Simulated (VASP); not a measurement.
**O2: relaxation of the atoms with PBE**

The system is O2, in a box.

```xyz
2
Lattice="10.0000 0.0000 0.0000 0.0000 10.5000 0.0000 0.0000 0.0000 11.0000" Properties=species:S:1:pos:R:3 pbc="T T T"
O     5.0000    5.2500    6.1230
O     5.0000    5.2500    4.8770
```

```json
{
  "Program": "VASP 6.6.1",
  "Task": "relaxation of the atoms",
  "Functional": "PBE",
  "Potentials or basis": "VASP PAW PBE potentials, release 64 (O)",
  "Cutoff": "520 eV",
  "k mesh": "1 × 1 × 1",
  "Occupations": "gaussian, width 0.02 eV",
  "Spin": "collinear spin, ferromagnetic start",
  "Starting moments": "[0.5, 0.5] μB",
  "Fixed moment": "2 μB",
  "Further INCAR settings": "ALGO = Normal; EDIFF = 1e-06; IBRION = 2; EDIFFG = -0.005; NSW = 60"
}
```

```json
{
 "Energy gained by relaxing": "2.9 meV/atom",
 "Ionic steps": "4",
 "Net moment": "2.00 μB per cell",
 "Site moments": "O +0.81 μB",
 "Valence electrons inside the program's atomic spheres": "O 4.89"
}
```

Step by step:
```tsv
step	energy change (eV)	largest force (eV/Å)	pressure (GPa)
1	0.0000	0.8789	-0.06
2	0.2194	6.8442	0.36
3	-0.0057	0.0190	-0.01
4	-0.0057	0.0009	-0.01
```

Final structure:
```
CELL_PARAMETERS angstrom
10.00000 0.00000 0.00000
0.00000 10.50000 0.00000
0.00000 0.00000 11.00000
ATOMIC_POSITIONS crystal
O 0.50000 0.50000 0.55605
O 0.50000 0.50000 0.44395
```

Run time: 8.7 min on 1 thread of Intel(R) Xeon(R) Platinum 8488C (Sapphire Rapids) (shared host), peak memory 1.3 GiB.

Caveat: the standard files for N, O and F lose accuracy on very short bonds; the total moment is fixed, so each spin has its own Fermi level.
